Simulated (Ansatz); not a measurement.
A relaxed cell of Al₂O₃ is given with its symmetry left out. The cell was found from a structure generator's guess, not taken from experiment.

Level of theory: DFT PBE, scalar-relativistic, plane waves, PAW in Ansatz. Cutoff 420 eV, Γ-centred mesh, Gaussian smearing, no spin polarisation.

The sheet is periodic along a and b; c holds vacuum.

```xyz
5
Lattice="2.8875 0.0000 0.0000 -1.4438 2.5007 0.0000 0.0000 0.0000 32.0351" Properties=species:S:1:pos:R:3 pbc="T T F"
Al    0.0000    1.6671    9.3767
Al    1.4438    0.8336    6.6233
O     0.0000    0.0000    8.0000
O     0.0000    1.6671    5.9419
O     1.4438    0.8336   10.0581
```

Energies over the elements count from the elements' standard structures at the same level (O₂ as a molecule), with no fitted energy shifts.

**Question.** What layer group does it have?

**Answer.** p-3m1 (No. 72). In-plane cell: a = 2.888 Å, b = 2.888 Å, γ = 120.0°, thickness 4.12 Å between the outermost nuclei. Al at height 3.43 Å has 3 O at 1.80 Å; O at height 2.06 Å has 6 Al at 2.16 Å; O at height 0.00 Å has 3 Al at 1.80 Å.

**Question.** What is its formation energy per atom?

**Answer.** −2.795 eV/atom. Whether it is stable depends on the other phases of the system, which aren't compared here.

**Question.** Is it a metal?

**Answer.** No, the gap on the 12×12×1 mesh is 5.10 eV.

The last run used a 12×12×1 mesh for its 5-atom cell and Gaussian smearing of 0.02 eV. Kohn–Sham gaps at this level usually fall short of measured ones. A structure relaxed within its symmetry needn't be a true minimum.
